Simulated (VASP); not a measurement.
K: single point with r2SCAN

The system is K.

```
CELL_PARAMETERS angstrom
4.76843 0.00000 0.00000
-2.38422 4.12959 0.00000
0.00000 0.00000 15.69920
ATOMIC_POSITIONS crystal
K 0.00000 0.00000 0.00000
K 0.33333 0.66667 0.75000
K 0.00000 0.00000 0.50000
K 0.66667 0.33333 0.25000
```

This isn't the form of K at room conditions, which is bcc.

```yaml
Program: VASP 6.6.1
Task: single point
Functional: r2SCAN
Potentials_or_basis: VASP PAW PBE potentials, release 64 (K_sv)
Cutoff: 520 eV
k_mesh: 6 × 6 × 2
Occupations: gaussian, width 0.1 eV
Spin: no spin polarisation
```

* Pressure: 0.0 GPa
* Band gap on the k mesh: none (metal or under the smearing width)

Stress tensor (GPa, compression positive):
```
 0.06  0.00  0.00
 0.00  0.06  0.00
 0.00  0.00 -0.23
```

Levels at points of the mesh, in eV from the Fermi level:
```csv
k point,band 14,band 15,band 16,band 17,band 18,band 19,band 20,band 21,band 22,band 23
"(0.00, 0.00, 0.00)",-16.33,-16.33,-16.33,-2.21,-1.48,-1.48,0.45,0.46,2.94,2.95
"(0.50, 0.00, 0.00)",-16.35,-16.34,-16.34,0.23,0.23,0.74,0.79,0.80,0.88,1.92
"(0.00, 0.00, 0.50)",-16.33,-16.33,-16.33,-2.03,-2.03,-0.63,-0.63,1.69,1.69,4.05
"(0.50, 0.00, 0.50)",-16.35,-16.34,-16.34,0.37,0.37,0.38,0.38,1.33,1.33,1.59
```

Run time: 7.4 min on 1 thread of Intel(R) Xeon(R) Platinum 8259CL CPU @ 2.50GHz (Skylake/Cascade Lake) (shared host), peak memory 0.45 GiB.

Caveat: the PAW data sets were made with another functional, which shifts forces and pressure a little.
